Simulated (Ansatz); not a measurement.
**TiAl3: do energies and stresses tell the same story?**

All numbers below come from Ansatz, DFT PBEsol, scalar-relativistic, plane waves, PAW.

Cutoff 420 eV; k points 16×16×16 on the computed 4-atom cell (Γ-centred); Gaussian smearing, width 0.10 eV; no spin polarisation.

Relaxed cell: I4/mmm, a = 3.816 Å, b = 3.816 Å, c = 8.554 Å, α = 90.00°, β = 90.00°, γ = 90.00°, 4 atoms in the primitive cell.

Energies at zero smearing and pressures from the stress tensor, at volumes with shape and atoms relaxed:
| V (Å³/atom) | E − E(first) (meV/atom) | P (GPa) |
| --- | --- | --- |
| 13.699 | 0.00 | 18.40 |
| 14.166 | -45.08 | 12.70 |
| 14.633 | -74.76 | 7.81 |
| 15.100 | -91.20 | 3.60 |
| 15.567 | -96.29 | 0.00 |
| 16.034 | -91.61 | -3.11 |
| 16.501 | -78.55 | -5.77 |
| 17.123 | -50.12 | -8.74 |

Problem. Check P = −dE/dV between neighbouring volumes, and get the bulk modulus from the pressures alone.

Solution. With 1 eV/Å³ = 160.2 GPa:
```tsv
middle V (Å³/atom)	−ΔE/ΔV (GPa)	mean P (GPa)
13.932	15.465	15.549
14.399	10.182	10.253
14.866	5.642	5.706
15.333	1.746	1.800
15.800	-1.606	-1.557
16.267	-4.479	-4.440
16.812	-7.316	-7.254
```

The two differ by 0.08 GPa at most. The mean of two end pressures misses the average over a step by about ΔV² P″/12, up to 0.07 GPa here; with that taken off 0.01 GPa remains. Around V = 15.567 Å³/atom, the two neighbours give B = −V ΔP/ΔV = 15.567 × 6.71 / 0.934 = 111.9 GPa, against B0 = 111.3 GPa from the Birch–Murnaghan fit of the energies.